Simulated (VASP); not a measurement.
Wanted: the native input for a VASP 6.6.1 run.

* Task: single point
* Functional: PBEsol
* Potentials or basis: VASP PAW PBE potentials, release 64 (Hf_pv)
* Cutoff: 520 eV
* k mesh: 14 × 14 × 14
* Occupations: fermi-dirac, width 0.1 eV
* Spin: no spin polarisation
* Dipole correction: no
* Further INCAR settings: ALGO = Fast; EDIFF = 1e-07; NBANDS = 11

The structure of Hf lies in POSCAR:

```
Hf
1.0
    0.0000000000      2.2947548018      2.2947548018
    2.2947548018      0.0000000000      2.2947548018
    2.2947548018      2.2947548018      0.0000000000
Hf
1
Direct
    0.0000000000      0.0000000000      0.0000000000
```

This isn't the form of Hf at room conditions, which is hcp.

These files were run (other wordings do the same):

INCAR

```
ALGO = Fast
EDIFF = 1E-7
ENCUT = 520
GGA = PS
ISIF = 2
ISMEAR = -1
LASPH = T
LCHARG = F
LREAL = F
LWAVE = F
NBANDS = 11
NELM = 80
PREC = Accurate
SIGMA = 0.1
```

KPOINTS

```
k-points
0
Gamma
  14 14 14
```

Potentials or basis: VASP PAW PBE potentials, release 64 (Hf_pv).

Run with:

```sh
$ cat potpaw_PBE.64/Hf_pv/POTCAR > POTCAR
$ mpirun -np 1 vasp_std > vasp.out
```

Results of the run:

```
Pressure               : -10.4 GPa
Band gap on the k mesh : none (metal or under the smearing width)
```

Caveat: the PAW data sets were made with another functional, which shifts forces and pressure a little.

Run time: 18 s on 1 thread of Intel(R) Xeon(R) Platinum 8375C CPU @ 2.90GHz (Ice Lake), on a shared host, peak memory 0.15 GiB.
